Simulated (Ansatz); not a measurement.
# BaS: the cost of one run

Computed with Ansatz 0.2.0 (DFT PBE, scalar-relativistic, unless a step's input says otherwise).

### 1 The system as given

It takes space group Fm-3m (No. 225, cubic). Conventional cell: a = 6.388 Å, b = 6.388 Å, c = 6.388 Å, α = 90.00°, β = 90.00°, γ = 90.00°. Ba (site symmetry m-3m) is surrounded by 6 S at 3.19 Å. S (site symmetry m-3m) is surrounded by 6 Ba at 3.19 Å.

As a file:

```
CELL_PARAMETERS angstrom
0.00000 3.19375 3.19375
3.19375 0.00000 3.19375
3.19375 3.19375 0.00000
ATOMIC_POSITIONS crystal
Ba 0.00000 0.00000 0.00000
S 0.50000 0.50000 0.50000
```

The cell is a deposited one (Crystallography Open Database entry 9008600); the temperature and pressure of the measurement aren't taken into account, and nothing was relaxed.

Atoms are numbered in the order of the input: Ba1, S2.

### 2 Volume × 0.94, LAPW

input.yaml

```yaml
crystal:
  lattice:
    - [0.0, 3.1285531347, 3.1285531347]
    - [3.1285531347, 0.0, 3.1285531347]
    - [3.1285531347, 3.1285531347, 0.0]
  atoms:
    - { symbol: Ba, position: [0.0, 0.0, 0.0] }
    - { symbol: S, position: [0.5, 0.5, 0.5] }
kpoints:
  mp_grid: { grid: [8, 8, 8] }
  band_path:
    path:
      - [0.0, 0.0, 0.0]
      - [0.5, 0.0, 0.5]
      - [0.625, 0.25, 0.625]
      - [0.375, 0.375, 0.75]
      - [0.0, 0.0, 0.0]
      - [0.5, 0.5, 0.5]
      - [0.5, 0.25, 0.75]
      - [0.5, 0.0, 0.5]
    npoints: 5
scf:
  occupations: { method: fermi_dirac, width: 0.02 }
hamiltonian:
  xc: pbe
  pseudopotentials: { kind: all_electron, lapw: { basis_error: 0.00025 } }
output:
  forces: true
  stress: true
  eigenvalues: true
```

Run with:

```sh
ansatz run input.yaml --threads 1 --pin off --max-ram 3072MiB --backend cpu --events-out ev --progress --plain --runs-dir out
```

What time and memory should one allow on 1 thread of Intel Xeon Platinum 8488C (Sapphire Rapids), shared host?

About 10 s, with a peak of 0.31 GiB.
